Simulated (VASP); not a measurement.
Set up this calculation in VASP 6.6.1, as the native input.

* Task: single point
* Functional: PBEsol
* Potentials or basis: VASP PAW PBE potentials, release 64 (Cd, Te)
* Cutoff: 520 eV
* k mesh: 8 × 8 × 8
* Occupations: gaussian, width 0.05 eV
* Spin: no spin polarisation
* Dipole correction: no
* Further INCAR settings: ALGO = Normal; EDIFF = 1e-06; NBANDS = 16

The structure of CdTe lies in POSCAR:

```
CdTe
1.0
    0.0000000000      3.2156458359      3.2156458359
    3.2156458359      0.0000000000      3.2156458359
    3.2156458359      3.2156458359      0.0000000000
Cd Te
1 1
Direct
    0.5000000000      0.5000000000      0.5000000000
    0.0000000000      0.0000000000      0.0000000000
```

Measurements of this composition are mostly on another form, of space group No. 216.

The input as run:

INCAR

```
PREC     = Accurate       # precision mode
ENCUT    = 520            # plane-wave cutoff, eV
EDIFF    = 1E-6           # SCF threshold, eV
ISMEAR   = 0              # smearing method
SIGMA    = 0.05           # smearing width, eV
LREAL    = F              # projectors in reciprocal space
LASPH    = T              # aspherical terms in the spheres
NELM     = 80             # most SCF steps
ALGO     = Normal         # electronic algorithm
ISIF     = 2              # what is computed and relaxed
LWAVE    = F              # write WAVECAR
LCHARG   = F              # write CHGCAR
GGA      = PS             # functional
NBANDS   = 16             # bands
```

KPOINTS

```
Automatic mesh
0
Gamma
  8 8 8
```

Potentials or basis: VASP PAW PBE potentials, release 64 (Cd, Te).

Launch:

```bash
$ cat potpaw_PBE.64/Cd/POTCAR potpaw_PBE.64/Te/POTCAR > POTCAR
$ mpirun -np 1 vasp_std > vasp.out
```

It gave:

- Pressure: -6.9 GPa
- Band gap on the k mesh: none (metal or under the smearing width)

Caveat: the PAW data sets were made with another functional, which shifts forces and pressure a little.

Run time: 15 s on 1 thread of Intel(R) Xeon(R) 6975P-C (Granite Rapids) (shared host), peak memory 0.21 GiB.
